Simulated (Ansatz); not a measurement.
Runs of Ansatz 0.2.0 on AlN. Symmetry: Fm-3m, No. 225, cubic system. The conventional cell has a = 4.069 Å, b = 4.069 Å, c = 4.069 Å, α = 90.00°, β = 90.00°, γ = 90.00°. Around Al (site symmetry m-3m) lie 6 N at 2.03 Å. N (site symmetry m-3m) has 6 Al at 2.03 Å as nearest neighbours. Measurements of this composition are mostly on another form, of space group No. 186.

```tsv
task	level	cell	k mesh	smearing	points for each segment of the path	atoms under strain	gap on the mesh (eV)	pressure (GPa)	relaxed volume (Å³/atom)
relaxation of cell and atoms	BLYP	relaxed	11 × 11 × 11	fermi-dirac 0.05 eV	-	-	4.49	0.0	8.57
band structure	RPBE	as given	11 × 11 × 11	fermi-dirac 0.05 eV	14	-	4.69	4.9	-
elastic constants	PBEsol	as given	8 × 8 × 8	fixed	-	relaxed	(a)	(b)	-
relaxation of cell and atoms	PBEsol	relaxed	11 × 11 × 11	fermi-dirac 0.05 eV	-	-	4.68	0.0	(c)
Born charges and dielectric tensor	PBEsol	as given	11 × 11 × 11	fixed	-	-	4.51	-	-
```

Alike in all rows: potentials or basis Ansatz PAW; no spin polarisation; cutoff (eV) 420.

Problem. Fill in the values left out.

Solution. (a) 4.38; (b) -4.5; (c) 8.27.

Caveats: the PAW data sets come from PBE, with cores solved anew for the run's functional, which leaves a small shift of forces and pressure; odd divisions of the mesh miss points on the zone boundary, where band edges often lie, so the gap on the mesh can be too wide (some runs); the plane-wave basis is chosen anew once the cell has moved, so the energies of steps on either side of that aren't comparable (some runs); the k mesh misses the band edges, so the gap on the mesh is wider than the one along the path (some runs); the cell is more than 3 GPa from zero pressure, which shifts response properties (some runs).

Runs at the PBE level aren't shown here.
